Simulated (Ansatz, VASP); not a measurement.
# Cs in VASP and in Ansatz

```xyz
1
Lattice="-2.7055 2.7055 3.9898 2.7055 -2.7055 3.9898 2.7055 2.7055 -3.9898" Properties=species:S:1:pos:R:3 pbc="T T T"
Cs    0.0000    0.0000    0.0000
```

This isn't the form of Cs at room conditions, which is bcc.

Alike in both runs: functional PBE; k mesh 12 × 12 × 12; occupations gaussian, width 0.1 eV; no spin polarisation.

Ansatz relaxed the structure, and its values are those at the end. VASP's run is a single point on that final structure, the one shown.

|  | VASP | Ansatz |
| --- | --- | --- |
| version | VASP 6.6.1 | Ansatz 0.2.0 |
| potentials or method | VASP PAW PBE potentials, release 64 (Cs_sv) | scalar-relativistic, plane waves, PAW |
| plane-wave cutoff (eV) | 520 | 420 |
| valence electrons in the cell | 9 | 9 |

|  | VASP | Ansatz | Ansatz less VASP |
| --- | --- | --- | --- |
| gap on the k mesh at the Fermi level (eV) | none | none | - |
| pressure (GPa) | 0.0 | 0.0 | +0.02 |

A gap of «none» marks a metal or a gap that the smearing closes.

Spin-orbit coupling is left out, which matters for the levels of Cs.
